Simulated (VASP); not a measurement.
# SiC (F-43m) in VASP: a series of runs

Runs on SiC. Level: PBE. Tasks: band structure, Born charges and dielectric tensor.

Program: VASP 6.6.1. These are calculated values, not measurements. Logs are shortened: lines on timing, memory, paths and dates and some standing lists are left out, and cuts for length are marked.

**What was measured.**

“Insight into the structural, elastic and electronic properties of a new orthorhombic 6O-SiC polytype”, 2020, pmc:7200658 quotes, for a bulk crystal of SiC: band gap 2.4 eV (indirect).

From “Infrared properties of SiC particles”, 1999, arxiv:astro-ph/9903031, for a bulk crystal of SiC: high-frequency dielectric constant 6.49.

The runs below are set against these values where they give the same quantity.

## (1) Starting point

It takes space group F-43m (No. 216, cubic). The conventional cell has a = 4.379 Å, b = 4.379 Å, c = 4.379 Å, α = 90.00°, β = 90.00°, γ = 90.00°. Si (site symmetry -43m) has 4 C at 1.90 Å as nearest neighbours. Around C (site symmetry -43m) lie 4 Si at 1.90 Å.

## (2) Band structure, PBE

Input file INCAR:

```
SYSTEM = SiC
PREC = Accurate ; ENCUT = 520
EDIFF = 1E-7 ; ISMEAR = 0
SIGMA = 0.02 ; LREAL = .FALSE.
LASPH = .TRUE. ; NELM = 60
ALGO = Normal ; ISIF = 2
LWAVE = .FALSE. ; LCHARG = .FALSE.
GGA = PE
```

Input file KPOINTS:

```
regular mesh
0
G
  8 8 8
  0 0 0
```

Input file POSCAR:

```
SiC                                     
1.0
    0.0000000000      2.1897234739      2.1897234739
    2.1897234739      0.0000000000      2.1897234739
    2.1897234739      2.1897234739      0.0000000000
  Si              C             
     1     1
Direct
     0.0000000000000000    0.0000000000000000    0.0000000000000000
     0.2500000000000000    0.2500000000000000    0.2500000000000000
```

Input file KPOINTS_OPT:

```
path GXWKGLUWLK,UX
15
line-mode
reciprocal
 0.0000000000  0.0000000000  0.0000000000  G
 0.5000000000  0.0000000000  0.5000000000  X

 0.5000000000  0.0000000000  0.5000000000  X
 0.5000000000  0.2500000000  0.7500000000  W

 0.5000000000  0.2500000000  0.7500000000  W
 0.3750000000  0.3750000000  0.7500000000  K

 0.3750000000  0.3750000000  0.7500000000  K
 0.0000000000  0.0000000000  0.0000000000  G

 0.0000000000  0.0000000000  0.0000000000  G
 0.5000000000  0.5000000000  0.5000000000  L

 0.5000000000  0.5000000000  0.5000000000  L
 0.6250000000  0.2500000000  0.6250000000  U

 0.6250000000  0.2500000000  0.6250000000  U
 0.5000000000  0.2500000000  0.7500000000  W

 0.5000000000  0.2500000000  0.7500000000  W
 0.5000000000  0.5000000000  0.5000000000  L

 0.5000000000  0.5000000000  0.5000000000  L
 0.3750000000  0.3750000000  0.7500000000  K

 0.6250000000  0.2500000000  0.6250000000  U
 0.5000000000  0.0000000000  0.5000000000  X
```

Potentials or basis: VASP PAW PBE potentials, release 64 (Si, C).

Started as:

```
cat potpaw_PBE.64/Si/POTCAR potpaw_PBE.64/C/POTCAR > POTCAR
mpirun -np 1 vasp_std > vasp.out
```

OUTCAR:

```text
SYSTEM = SiC
   PREC = Accurate
   ENCUT = 520
   EDIFF = 1E-7
   ISMEAR = 0
   LREAL = .FALSE.
   LASPH = .TRUE.
   NELM = 60
   ISIF = 2
   GGA = PE

 ion  position               nearest neighbor table
   1  0.000  0.000  0.000-   2 1.90   2 1.90   2 1.90   2 1.90
   2  0.250  0.250  0.250-   1 1.90   1 1.90   1 1.90   1 1.90

  LATTYP: Found a face centered cubic cell.
 ALAT       =     4.3794469478

  Lattice vectors:

 A1 = (   0.0000000000,   2.1897234739,   2.1897234739)
 A2 = (   2.1897234739,   0.0000000000,   2.1897234739)
 A3 = (   2.1897234739,   2.1897234739,   0.0000000000)

Analysis of symmetry for initial positions (statically):
=====================================================================
 Subroutine PRICEL returns:
 Original cell was already a primitive cell.

 Routine SETGRP: Setting up the symmetry group for a
 face centered cubic supercell.

 Subroutine GETGRP returns: Found 24 space group operations
 (whereof 24 operations were pure point group operations)
 out of a pool of 48 trial point group operations.

The static configuration has the point symmetry T_d .

Analysis of symmetry for dynamics (positions and initial velocities):
=====================================================================
 Subroutine PRICEL returns:
 Original cell was already a primitive cell.

 Routine SETGRP: Setting up the symmetry group for a
 face centered cubic supercell.

 Subroutine GETGRP returns: Found 24 space group operations
 (whereof 24 operations were pure point group operations)
 out of a pool of 48 trial point group operations.

The dynamic configuration has the point symmetry T_d .

 Subroutine INISYM returns: Found 24 space group operations
 (whereof 24 operations are pure point group operations),
 and found     1 'primitive' translations

----------------------------------------------------------------------------------------

                                     Primitive cell

  volume of cell :      20.9990

  direct lattice vectors                    reciprocal lattice vectors
     0.000000000  2.189723474  2.189723474    -0.228339334  0.228339334  0.228339334
     2.189723474  0.000000000  2.189723474     0.228339334 -0.228339334  0.228339334
     2.189723474  2.189723474  0.000000000     0.228339334  0.228339334 -0.228339334

  length of vectors
     3.096736635  3.096736635  3.096736635     0.395495328  0.395495328  0.395495328

  position of ions in fractional coordinates (direct lattice)
     0.000000000  0.000000000  0.000000000
     0.250000000  0.250000000  0.250000000

  ion indices of the primitive-cell ions
   primitive index   ion index
                 1           1
                 2           2

----------------------------------------------------------------------------------------

 KPOINTS: regular mesh

Automatic generation of k-mesh.
 Grid dimensions read from file:
 generate k-points for:    8    8    8

 Generating k-lattice:

  Cartesian coordinates                     Fractional coordinates (reciprocal lattice)
    -0.028542417  0.028542417  0.028542417     0.125000000  0.000000000  0.000000000
     0.028542417 -0.028542417  0.028542417     0.000000000  0.125000000  0.000000000
     0.028542417  0.028542417 -0.028542417     0.000000000  0.000000000  0.125000000

  Length of vectors
     0.049436916  0.049436916  0.049436916

  Shift w.r.t. Gamma in fractional coordinates (k-lattice)
     0.000000000  0.000000000  0.000000000

 Subroutine IBZKPT returns following result:
 ===========================================

 Found     29 irreducible k-points:

 Following reciprocal coordinates:
            Coordinates               Weight
  0.000000  0.000000  0.000000      1.000000
  0.125000  0.000000  0.000000      8.000000
  0.250000  0.000000  0.000000      8.000000
  0.375000  0.000000  0.000000      8.000000
  0.500000  0.000000  0.000000      4.000000
  0.125000  0.125000  0.000000      6.000000
[... 16 lines left out ...]
  0.500000  0.250000  0.125000     48.000000
 -0.375000  0.250000  0.125000     24.000000
 [... further k-points ...]
   k-points           NKPTS =     29   k-points in BZ     NKDIM =     29   number of bands    NBANDS=      8
   number of dos      NEDOS =    301   number of ions     NIONS =      2
   total plane-waves  NPLWV =  13824
   dimension x,y,z NGX =    24 NGY =   24 NGZ =   24
   dimension x,y,z NGXF=    48 NGYF=   48 NGZF=   48
   ions per type =               1   1
   NGX,Y,Z   is equivalent  to a cutoff of  12.88, 12.88, 12.88 a.u.
   NGXF,Y,Z  is equivalent  to a cutoff of  25.77, 25.77, 25.77 a.u.
 SYSTEM =  SiC
   PREC   = accura    normal or accurate (medium, high low for compatibility)
   ISTART =      0    job   : 0-new  1-cont  2-samecut
   ICHARG =      2    charge: 1-file 2-atom 10-const
   ISPIN  =      1    spin polarized calculation?
   LNONCOLLINEAR =      F non collinear calculations
   LSORBIT =      F    spin-orbit coupling
   LASPH  =      T    aspherical Exc in radial PAW
   ENCUT  =  520.0 eV  38.22 Ry    6.18 a.u.   5.76  5.76  5.76*2*pi/ulx,y,z
   NELM   =     60;   NELMIN=  2; NELMDL= -5     # of ELM steps
   EDIFF  = 0.1E-06   stopping-criterion for ELM
   LREAL  =      F    real-space projection
   EDIFFG = 0.1E-05   stopping-criterion for IOM
   NSW    =      0    number of steps for IOM
   IBRION =     -1    ionic relax: 0-MD 1-quasi-New 2-CG
   NFREE  =      0    steps in history (QN), initial steepest desc. (CG)
   ISIF   =      2    stress and relaxation
   ISYM   =      2    0-nonsym 1-usesym 2-fastsym
   POTIM  = 0.5000    time-step for ionic-motion
   TEBEG  =    0.0;   TEEND  =   0.0 temperature during run
   PSTRESS=    0.0 pullay stress
   NELECT =       8.0000    total number of electrons
   NUPDOWN=      -1.0000    fix difference up-down
   EMIN   =  10.00;   EMAX   =-10.00  energy-range for DOS
   EFERMI =   0.00;   METHOD = LEGACY
   ISMEAR =     0;   SIGMA  =   0.02  broadening in eV -4-tet -1-fermi 0-gaus
   EFERMI_NEDOS =   21; number of points for ismear=-14 and -15
   IALGO  =     38    algorithm
   IMIX   =      4    mixing-type and parameters
     AMIX     =   0.40;   BMIX     =  1.00
     AMIX_MAG =   1.60;   BMIX_MAG =  1.00
  volume/ion in A,a.u.               =      10.50        70.85
  Fermi-wavevector in a.u.,A,eV,Ry     =   1.186785  2.242699 19.163258  1.408460
  Thomas-Fermi vector in A             =   2.322951
   LORBIT       =      0    0 simple, 1 ext, 2 COOP (PROOUT), +10 PAW based schemes
   GGA     = PE    functional components
   LHFCALC =     F    Hartree Fock is set to
   AEXX    =    0.0000 exact exchange contribution
   IVDW    =     0    specifies the selected vdW correction
   LEPSILON=     F    determine dielectric tensor
   LRPA    =     F    only Hartree local field effects (RPA)
 non-spin polarized calculation
 Gauss-broadening in eV      SIGMA  =   0.02
  energy-cutoff  :      520.00
  volume of cell :       21.00
 maximum number of plane-waves:       588
   NGX = 11   NGY = 11   NGZ = 11

 number of electron       8.0000001 magnetization

 Free energy of the ion-electron system (eV)
  ---------------------------------------------------
  ext. energy  EPLUGINS =         0.00000000
  ---------------------------------------------------
  free energy    TOTEN  =       -15.05978839 eV

  energy without entropy =      -15.05978839  energy(sigma->0) =      -15.05978839

 E-fermi :   8.0991     XC(G=0): -11.2917

 val. band max:        7.9435216151   @ k =   0.0000   0.0000   0.0000
 cond. band min:       9.3132202147   @ k =   0.5000   0.5000   0.0000
 fundamental gap:      1.3696985997
 Fermi energy:         8.0990536008

 k-point     1 :       0.0000    0.0000    0.0000
  band No.  band energies     occupation
      1      -7.3450      2.00000
      2       7.9435      2.00000
      3       7.9435      2.00000
      4       7.9435      2.00000
      5      14.0049      0.00000
      6      15.1485      0.00000
      7      15.1485      0.00000
      8      15.1485      0.00000

 k-point     2 :       0.1250    0.0000    0.0000
  band No.  band energies     occupation
      1      -7.0440      2.00000
      2       6.4638      2.00000
      3       7.7432      2.00000
      4       7.7432      2.00000
      5      14.2738      0.00000
      6      15.4974      0.00000
      7      15.4974      0.00000
      8      15.6472      0.00000

 k-point     3 :       0.2500    0.0000    0.0000
  band No.  band energies     occupation
      1      -6.1640      2.00000
      2       3.6777      2.00000
      3       7.3396      2.00000
      4       7.3396      2.00000
      5      13.8024      0.00000
      6      15.7594      0.00000
      7      15.7594      0.00000
      8      17.1658      0.00000

 k-point     4 :       0.3750    0.0000    0.0000
  band No.  band energies     occupation
      1      -4.8288      2.00000
      2       0.9696      2.00000
      3       7.0136      2.00000
      4       7.0136      2.00000
      5      13.3876      0.00000
      6      15.3557      0.00000
      7      15.3557      0.00000
      8      17.8683      0.00000

 k-point     5 :       0.5000    0.0000    0.0000
  band No.  band energies     occupation
      1      -3.8331      2.00000
      2      -0.5108      2.00000
      3       6.8950      2.00000
      4       6.8950      2.00000
      5      13.2441      0.00000
      6      15.1102      0.00000
      7      15.1102      0.00000
      8      17.9159      0.00000

 k-point     6 :       0.1250    0.1250    0.0000
  band No.  band energies     occupation
      1      -6.9435      2.00000
      2       6.8223      2.00000
      3       7.2527      2.00000
      4       7.2527      2.00000
      5      14.0375      0.00000
      6      15.0055      0.00000
      7      16.1948      0.00000
      8      16.1948      0.00000

 k-point     7 :       0.2500    0.1250    0.0000
  band No.  band energies     occupation
      1      -6.2550      2.00000
      2       4.6461      2.00000
      3       6.7141      2.00000
      4       6.9552      2.00000
      5      13.5740      0.00000
      6      15.4163      0.00000
      7      16.5436      0.00000
      8      16.9106      0.00000
[... 133 lines left out ...]
 k-point    20 :      -0.3750    0.3750    0.0000
  band No.  band energies     occupation
      1      -2.4011      2.00000
      2       0.7065      2.00000
      3       2.4744      2.00000
      4       5.3716      2.00000
      5      11.0379      0.00000
      6      15.6251      0.00000
      7      19.6647      0.00000
      8      20.2440      0.00000

 k-point    21 :       0.5000    0.5000    0.0000
  band No.  band energies     occupation
      1      -2.3967      2.00000
      2       0.1945      2.00000
      3       4.7868      2.00000
      4       4.7868      2.00000
      5       9.3132      0.00000
      6      12.2139      0.00000
      7      21.8062      0.00000
      8      21.8062      0.00000

 k-point    22 :       0.3750    0.2500    0.1250
  band No.  band energies     occupation
      1      -5.3992      2.00000
      2       3.4760      2.00000
      3       5.1112      2.00000
      4       6.6761      2.00000
      5      13.2587      0.00000
      6      15.4660      0.00000
      7      16.3052      0.00000
      8      17.8896      0.00000

 k-point    23 :       0.5000    0.2500    0.1250
  band No.  band energies     occupation
      1      -4.1172      2.00000
      2       1.4736      2.00000
      3       4.3739      2.00000
      4       6.0369      2.00000
      5      13.2129      0.00000
      6      15.4317      0.00000
      7      17.0253      0.00000
      8      18.2780      0.00000

 k-point    24 :      -0.3750    0.2500    0.1250
  band No.  band energies     occupation
      1      -3.1921      2.00000
      2       0.1826      2.00000
      3       4.2594      2.00000
      4       5.7064      2.00000
      5      13.1599      0.00000
      6      15.1159      0.00000
      7      17.9689      0.00000
      8      18.8197      0.00000

 [... further k-points ...]

------------------------ aborting loop because EDIFF is reached ----------------------------------------

  FORCE on cell =-STRESS in cart. coord.  units (eV):
  Direction    XX          YY          ZZ          XY          YZ          ZX
  --------------------------------------------------------------------------------------
  -------------------------------------------------------------------------------------
  Total       -0.0002589     -0.0002589     -0.0002589      0.0000000      0.0000000      0.0000000
  in kB       -0.0197517     -0.0197517     -0.0197517      0.0000000      0.0000000      0.0000000
  external PRESSURE =      -0.0197517 kB  Pullay stress =       0.0000000 kB

 VOLUME and BASIS-vectors are now :
 -----------------------------------------------------------------------------
  energy-cutoff  :      520.00
  volume of cell :       21.00
      direct lattice vectors                 reciprocal lattice vectors
     0.000000000  2.189723474  2.189723474    -0.228339334  0.228339334  0.228339334
     2.189723474  0.000000000  2.189723474     0.228339334 -0.228339334  0.228339334
     2.189723474  2.189723474  0.000000000     0.228339334  0.228339334 -0.228339334

 POSITION                                       TOTAL-FORCE (eV/Angst)
 -----------------------------------------------------------------------------------
      0.00000      0.00000      0.00000         0.000000      0.000000      0.000000
      1.09486      1.09486      1.09486        -0.000000     -0.000000     -0.000000
 -----------------------------------------------------------------------------------
    total drift:                                0.000000      0.000000      0.000000

  FREE ENERGIE OF THE ION-ELECTRON SYSTEM (eV)
  ---------------------------------------------------
  free  energy   TOTEN  =       -15.0597883939 eV

  energy  without entropy=      -15.0597883939  energy(sigma->0) =      -15.05978839
```

Wall time 10 s (1 thread of Intel Xeon Platinum 8488C (Sapphire Rapids), shared host); peak memory 0.13 GiB.

Results:

```yaml
Free_energy: -15.0598 eV
Pressure: 0.0 GPa
Band_gap_on_the_k_mesh: 1.37 eV, indirect (least direct gap 4.53 eV)
Band_gap_along_the_path: 1.37 eV, indirect (least direct gap 4.53 eV)
```

Levels at the corners of the path, in eV from the valence-band top:
| point | band 1 | band 2 | band 3 | band 4 | band 5 | band 6 | band 7 | band 8 |
| --- | --- | --- | --- | --- | --- | --- | --- | --- |
| Γ | -15.29 | 0.00 | 0.00 | 0.00 | 6.06 | 7.21 | 7.21 | 7.21 |
| X | -10.34 | -7.75 | -3.16 | -3.16 | 1.37 | 4.27 | 13.86 | 13.86 |
| X | -10.34 | -7.75 | -3.16 | -3.16 | 1.37 | 4.27 | 13.86 | 13.86 |
| W | -10.12 | -7.00 | -4.92 | -4.63 | 5.19 | 9.30 | 9.32 | 9.70 |
| W | -10.12 | -7.00 | -4.92 | -4.63 | 5.19 | 9.30 | 9.32 | 9.70 |
| K | -10.34 | -7.24 | -5.47 | -2.57 | 3.09 | 7.68 | 11.72 | 12.30 |
| K | -10.34 | -7.24 | -5.47 | -2.57 | 3.09 | 7.68 | 11.72 | 12.30 |
| Γ | -15.29 | 0.00 | 0.00 | 0.00 | 6.06 | 7.21 | 7.21 | 7.21 |
| Γ | -15.29 | 0.00 | 0.00 | 0.00 | 6.06 | 7.21 | 7.21 | 7.21 |
| L | -11.78 | -8.45 | -1.05 | -1.05 | 5.30 | 7.17 | 7.17 | 9.97 |
| L | -11.78 | -8.45 | -1.05 | -1.05 | 5.30 | 7.17 | 7.17 | 9.97 |
| U | -10.34 | -7.24 | -5.47 | -2.57 | 3.09 | 7.68 | 11.72 | 12.30 |
| U | -10.34 | -7.24 | -5.47 | -2.57 | 3.09 | 7.68 | 11.72 | 12.30 |
| W | -10.12 | -7.00 | -4.92 | -4.63 | 5.19 | 9.30 | 9.32 | 9.70 |
| W | -10.12 | -7.00 | -4.92 | -4.63 | 5.19 | 9.30 | 9.32 | 9.70 |
| L | -11.78 | -8.45 | -1.05 | -1.05 | 5.30 | 7.17 | 7.17 | 9.97 |
| L | -11.78 | -8.45 | -1.05 | -1.05 | 5.30 | 7.17 | 7.17 | 9.97 |
| K | -10.34 | -7.24 | -5.47 | -2.57 | 3.09 | 7.68 | 11.72 | 12.30 |
| U | -10.34 | -7.24 | -5.47 | -2.57 | 3.09 | 7.68 | 11.72 | 12.30 |
| X | -10.34 | -7.75 | -3.16 | -3.16 | 1.37 | 4.27 | 13.86 | 13.88 |

(Part 1 of 2 ends here.)
